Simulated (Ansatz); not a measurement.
Sn as a host for H

Theory: DFT PBE, scalar-relativistic, plane waves, PAW (Ansatz).

Settings: cutoff 420 eV, Γ-centred mesh 16×16×16 on the computed 1-atom cell, Gaussian smearing of 0.10 eV; no spin polarisation for the host; each changed cell takes a mesh and smearing chosen by its own gap and starts from the host's moments or customary ones, or runs without spin. Cells and atoms are relaxed to the nearest stationary point that keeps the symmetry of their start (forces under 0.02 to 0.04 eV/Å, stress under 0.1 to 0.2 GPa); energies are at zero smearing, without zero-point or thermal terms.

Relaxed host (gap on the mesh 0 eV):

```
Sn
1.0
    -1.67519    1.67519    2.49784
     1.67519   -1.67519    2.49784
     1.67519    1.67519   -2.49784
Sn
1
Direct
  0.00000 0.00000 0.00000
```

Cases: (1) 1 H in a 1×1×1 repeat of the cell, at (0.500 0.500 0.000) in fractions of that repeat, 2.37 Å from the nearest atom of the relaxed host; (2) 2 H in a 1×1×1 repeat of the cell, at (0.250 0.750 0.500), (0.750 0.250 0.500) in fractions of that repeat, 2.09 Å from the nearest atom of the relaxed host; (3) 1 H in a 2×2×2 repeat of the cell, at (0.250 0.250 0.000) in fractions of that repeat, 2.37 Å from the nearest atom of the relaxed host; (4) 1 H in a 2×2×2 repeat of the cell, at (0.125 0.375 0.250) in fractions of that repeat, 2.09 Å from the nearest atom of the relaxed host.

Task: Give the energy per H taken from half an H2 molecule (negative: uptake is favourable), the swelling and the final surroundings.

Result:
| case | formula | energy per H (eV) | ΔV (%) | principal strains (%) | nearest host atoms of the first H |
| --- | --- | --- | --- | --- | --- |
| 1 | SnH | 1.00 | +11.0 | +5.5 +5.5 -0.2 | 6 (Sn) from 2.49 Å |
| 2 | SnH2 | 0.76 | +40.0 | +13.6 +13.6 +8.6 | 4 (Sn) from 2.34 Å |
| 3 | Sn8H | 1.03 | +2.0 | +3.4 -0.7 -0.7 | 4 (Sn) from 2.30 Å |
| 4 | Sn8H | 0.89 | +2.5 | +2.7 +2.7 -2.7 | 4 (Sn) from 2.19 Å |

Each ion keeps what symmetry its start has, so a lower place off a symmetric site can be missed, above all for H.

Relaxed structure of case 2, the lowest per ion:

```cif
data_structure
_symmetry_space_group_name_H-M 'I4/mmm'
_symmetry_Int_Tables_number 139
_cell_length_a 3.8050
_cell_length_b 3.8050
_cell_length_c 5.4239
_cell_angle_alpha 90.000
_cell_angle_beta 90.000
_cell_angle_gamma 90.000
_cell_volume 78.53
loop_
_atom_site_label
_atom_site_type_symbol
_atom_site_symmetry_multiplicity
_atom_site_Wyckoff_symbol
_atom_site_fract_x
_atom_site_fract_y
_atom_site_fract_z
_atom_site_occupancy
Sn1 Sn 2 a 0.00000 0.00000 0.00000 1
H1 H 4 d 0.50000 0.00000 0.25000 1
```

This form of Sn (I4/mmm) lies 0.06 eV/atom over the element's standard state.

In SnH2 a bond of the host changes by more than 0.6 Å or the volume by a third: the framework has rearranged or swollen or shrunk strongly, and the figure may no longer describe a topotactic step.

Cost: 5 runs of about 7.9 core-minutes in all, on Arm Neoverse V1 (shared hosts).